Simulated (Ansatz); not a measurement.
**What strain does to C (diamond)**

C in the diamond structure, relaxed with r2SCAN in the plane-wave code Ansatz. The symmetry is Fd-3m (No. 227, cubic); a = 3.560 Å in the conventional setting, 5.64 Å³ an atom. C has 4 C at 1.54 Å.

The axes x, y and z are those of this cell:
```
CELL_PARAMETERS angstrom
0.00000 1.78012 1.78012
1.78012 0.00000 1.78012
1.78012 1.78012 0.00000
ATOMIC_POSITIONS crystal
C 0.00000 0.00000 0.00000
C 0.25000 0.25000 0.25000
```

Unstrained: The PBE gap is indirect, 4.148 eV (Γ to Γ–X (0.73 of the way from Γ)), below the direct gap of 5.609 eV at Γ. The r2SCAN gap is indirect, 4.361 eV (Γ to Γ–X (0.73 of the way from Γ)), below the direct gap of 5.896 eV at Γ. HSE06 gives an indirect gap of 5.300 eV, from Γ to Γ–X (0.73 of the way from Γ); the least direct gap is 6.994 eV at Γ. Meshes: PBE 12×12×12, r2SCAN 12×12×12, HSE06 8×8×8. Strains are changes of length per length. After each strain the atoms were relaxed again with r2SCAN within the symmetry that the strain leaves, so tilts or polar shifts that break it weren't tested; points keep the names that they have in the unstrained zone. Calculated for a static, non-magnetic cell.

Changes of the least gap in eV (an overlap counts as a negative gap):
```json
{"strain": "isotropic -4.0 % on every length", "volume change (%)": "-11.5", "space group": "Fd-3m", "PBE": "+0.283", "r2SCAN": "+0.297", "HSE06": "–", "G0W0@PBE (mesh)": "+0.34", "energy rise, r2SCAN (meV/atom)": "127.3"}
{"strain": "isotropic -3.0 % on every length", "volume change (%)": "-8.7", "space group": "Fd-3m", "PBE": "+0.210", "r2SCAN": "+0.220", "HSE06": "–", "G0W0@PBE (mesh)": "+0.25", "energy rise, r2SCAN (meV/atom)": "69.7"}
{"strain": "isotropic -2.0 % on every length", "volume change (%)": "-5.9", "space group": "Fd-3m", "PBE": "+0.137", "r2SCAN": "+0.145", "HSE06": "–", "G0W0@PBE (mesh)": "+0.17", "energy rise, r2SCAN (meV/atom)": "30.2"}
{"strain": "isotropic -1.0 % on every length", "volume change (%)": "-3.0", "space group": "Fd-3m", "PBE": "+0.066", "r2SCAN": "+0.072", "HSE06": "+0.074", "G0W0@PBE (mesh)": "+0.08", "energy rise, r2SCAN (meV/atom)": "7.3"}
{"strain": "isotropic +1.0 % on every length", "volume change (%)": "+3.0", "space group": "Fd-3m", "PBE": "-0.061", "r2SCAN": "-0.069", "HSE06": "-0.071", "G0W0@PBE (mesh)": "-0.07", "energy rise, r2SCAN (meV/atom)": "6.9"}
{"strain": "isotropic +2.0 % on every length", "volume change (%)": "+6.1", "space group": "Fd-3m", "PBE": "-0.126", "r2SCAN": "-0.138", "HSE06": "-0.144", "G0W0@PBE (mesh)": "-0.15", "energy rise, r2SCAN (meV/atom)": "27.1"}
{"strain": "isotropic +3.0 % on every length", "volume change (%)": "+9.3", "space group": "Fd-3m", "PBE": "-0.190", "r2SCAN": "-0.205", "HSE06": "-0.215", "G0W0@PBE (mesh)": "-0.23", "energy rise, r2SCAN (meV/atom)": "59.3"}
{"strain": "isotropic +4.0 % on every length", "volume change (%)": "+12.5", "space group": "Fd-3m", "PBE": "-0.253", "r2SCAN": "-0.271", "HSE06": "-0.286", "G0W0@PBE (mesh)": "-0.31", "energy rise, r2SCAN (meV/atom)": "102.7"}
```
Unstrained, G0W0@PBE with 47 empty bands, a screening cutoff of 150 eV and a 6×6×6 mesh gives 5.47 eV on its mesh; the band count follows the volume. G0W0 values are finite-basis, finite-mesh values.

Isotropic -4.0 % on every length. r2SCAN: the gap goes from 4.361 to 4.658 eV (+0.297 eV); the edges go from Γ → Γ–X (0.73) to Γ → Γ–X (0.74). Stress change with r2SCAN, compression positive: xx +68.89, yy +68.89, zz +68.89 GPa.

Isotropic -3.0 % on every length. r2SCAN: the gap goes from 4.361 to 4.581 eV (+0.220 eV). Stress change with r2SCAN, compression positive: xx +48.61, yy +48.61, zz +48.61 GPa. For r2SCAN, dE_g/d ln V = -2.4 eV over this step.

Isotropic -2.0 % on every length. r2SCAN: the gap goes from 4.361 to 4.506 eV (+0.145 eV). Stress change with r2SCAN, compression positive: xx +30.51, yy +30.51, zz +30.51 GPa. For r2SCAN, dE_g/d ln V = -2.4 eV over this step.

Isotropic -1.0 % on every length. HSE06: the gap goes from 5.300 to 5.374 eV (+0.074 eV). Stress change with r2SCAN, compression positive: xx +14.36, yy +14.36, zz +14.36 GPa. For HSE06, dE_g/d ln V = -2.5 eV over this step.

Isotropic +1.0 % on every length. HSE06: the gap goes from 5.300 to 5.229 eV (-0.071 eV); the edges go from Γ → Γ–X (0.73) to Γ → Γ–X (0.72). Stress change with r2SCAN, compression positive: xx -12.74, yy -12.74, zz -12.74 GPa.

Isotropic +2.0 % on every length. HSE06: the gap goes from 5.300 to 5.156 eV (-0.144 eV); the edges go from Γ → Γ–X (0.73) to Γ → Γ–X (0.72). Stress change with r2SCAN, compression positive: xx -24.00, yy -24.00, zz -24.00 GPa.

Isotropic +3.0 % on every length. HSE06: the gap goes from 5.300 to 5.085 eV (-0.215 eV); the edges go from Γ → Γ–X (0.73) to Γ → Γ–X (0.72). Stress change with r2SCAN, compression positive: xx -33.93, yy -33.93, zz -33.93 GPa.

Isotropic +4.0 % on every length. HSE06: the gap goes from 5.300 to 5.014 eV (-0.286 eV); the edges go from Γ → Γ–X (0.73) to Γ → Γ–X (0.72). Stress change with r2SCAN, compression positive: xx -42.63, yy -42.63, zz -42.63 GPa.

Where an edge lies off the special points, it is a point of the mesh or the k point where a search put PBE's edge or least direct gap, reused for the other functionals, whose own edges may lie a little apart.

The meshes of the hybrids are coarse, so their gaps aren't converged to the digits shown.
